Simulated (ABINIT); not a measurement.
Wanted: the native input for an ABINIT 10.8.3 (patched build) run.

| Property | Result |
| --- | --- |
| Task | band structure |
| Functional | PW91 |
| Potentials or basis | JTH PAW PBE v2.0 |
| Cutoff | 599 eV |
| k mesh | 9 × 9 × 9 |
| Occupations | fermi-dirac, width 0.05 eV |
| Spin | no spin polarisation |
| Fine-grid cutoff | 1197.3 eV |
| Exchange and correlation inside the PAW spheres | full angular mesh (pawxcdev 0, this build's default; the released program takes 1) |

The system is Bi.

```xyz
1
Lattice="-1.9814 1.9814 1.9814 1.9814 -1.9814 1.9814 1.9814 1.9814 -1.9814" Properties=species:S:1:pos:R:3 pbc="T T T"
Bi    0.0000    0.0000    0.0000
```

This isn't the form of Bi at room conditions, which is rhombohedral.

The input as run:

run.abi

```
ndtset 2

pp_dirpath "./"
pseudos "Bi.GGA_PBE-JTH.xml"

acell 6.4854235633 6.4854235633 6.4854235633
rprim
    -0.5773502692     0.5773502692     0.5773502692
     0.5773502692    -0.5773502692     0.5773502692
     0.5773502692     0.5773502692    -0.5773502692
ntypat 1
znucl 83
natom 1
typat 1
xred
     0.0000000000     0.0000000000     0.0000000000

ecut 598.650497 eV
pawecutdg 44.0

ixc -109134

occopt 3
tsmear 0.05 eV

nstep 100

iomode 3
prtwf 0
prteig 0
prtebands 0
enunit 1
prtden1 1

kptopt1 1
ngkpt1 9 9 9
nshiftk1 1
shiftk1 0.0 0.0 0.0
nband1 12
tolvrs1 1.0e-9

iscf2 -2
getden2 1
nband2 18
nbdbuf2 4
tolwfr2 1.0e-11
kptopt2 -5
ndivsm2 5
prteig2 1
prtvol2 -3
kptbounds2
     0.0000000000     0.0000000000     0.0000000000
     0.5000000000    -0.5000000000     0.5000000000
     0.0000000000     0.0000000000     0.5000000000
     0.0000000000     0.0000000000     0.0000000000
     0.2500000000     0.2500000000     0.2500000000
     0.5000000000    -0.5000000000     0.5000000000
```

Potentials or basis: JTH PAW PBE v2.0.

The run is started by

```console
$ abinit run.abi > log 2>&1
```

It gave:

```
Pressure                                              : 0.9 GPa
Band gap on the k mesh                                : none (metal or under the smearing width)
Valence electrons inside the program's atomic spheres : Bi 12.15 (radii [1.2765] Å)
```

Caveat: the PAW data sets were made with another functional, which shifts forces and pressure a little; spin-orbit coupling is left out, which moves the levels of the heavy elements.

It took 34 s on 1 thread of Intel(R) Xeon(R) Processor @ 2.70GHz, on a shared host, peak memory 0.13 GiB.
